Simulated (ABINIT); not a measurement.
The system is SrO.

```
CELL_PARAMETERS angstrom
0.00000 2.56630 2.56630
2.56630 0.00000 2.56630
2.56630 2.56630 0.00000
ATOMIC_POSITIONS crystal
Sr 0.50000 0.50000 0.50000
O 0.00000 0.00000 0.00000
```

| Quantity | Value |
| --- | --- |
| Program | ABINIT 10.8.3 (patched build) |
| Task | single point |
| Functional | PBE |
| Potentials or basis | JTH PAW PBE v2.0 |
| Cutoff | 626 eV |
| k mesh | 9 × 9 × 9 |
| Occupations | fermi-dirac, width 0.05 eV |
| Spin | no spin polarisation |

On this cell: pressure 3.0 GPa; largest force zero by symmetry; band gap on the k mesh 3.37 eV, indirect (least direct gap 3.45 eV).

The same run follows on a disturbed copy (atoms moved at random, drawn with an rms of 0.05 Å):

```
Sr O
1.0
     0.00000    2.56630    2.56630
     2.56630    0.00000    2.56630
     2.56630    2.56630    0.00000
Sr O
1 1
Direct
  0.49804 0.49679 0.50611
  0.02237 0.99792 0.99510
```

Problem. What changes?

Solution. The energy moves by +3.3 meV/atom; pressure 3.2 GPa; largest force 0.174 eV/Å; band gap on the k mesh 3.40 eV, indirect (least direct gap 3.47 eV).

Forces in eV/Å, atoms in the order of the input:
```
Sr  -0.054  0.075  0.147
O    0.054 -0.075 -0.147
```

Stress tensor (GPa, compression positive):
```
 3.05  0.02  0.02
 0.02  3.11 -0.04
 0.02 -0.04  3.46
```

Caveats: an odd mesh through Γ misses points on the zone boundary, where band edges often lie.
